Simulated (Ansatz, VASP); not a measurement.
## Two plane-wave programs on CdS

```
Cd S
1.0
     0.00000    2.79508    2.79508
     2.79508    0.00000    2.79508
     2.79508    2.79508    0.00000
Cd S
1 1
Direct
  0.00000 0.00000 0.00000
  0.50000 0.50000 0.50000
```

Change from the starting cell: mode 4 frozen in at +0.000 Å, equal normal strain along x, y and z +0.0250.

Alike in both runs: task single point; functional r2SCAN; k mesh 8 × 8 × 8; occupations gaussian, width 0.05 eV; no spin polarisation.

|  | VASP | Ansatz |
| --- | --- | --- |
| version | VASP 6.6.1 | Ansatz 0.2.0 |
| potentials or method | VASP PAW PBE potentials, release 64 (Cd, S) | scalar-relativistic, plane waves, PAW |
| plane-wave cutoff (eV) | 520 | 500 |
| valence electrons in the cell | 18 | 26 |

```tsv
	VASP	Ansatz	Ansatz less VASP
gap on the k mesh at the Fermi level (eV)	0.72	0.74	+0.019
least direct gap on the mesh (eV)	1.85	1.87	+0.029
pressure (GPa)	-4.8	-5.2	-0.33
```

The two sets of potentials don't hold the same shells in valence.

Caveats: the PAW data sets were made with another functional, which shifts forces and pressure a little (VASP). A k mesh can miss the band edges.
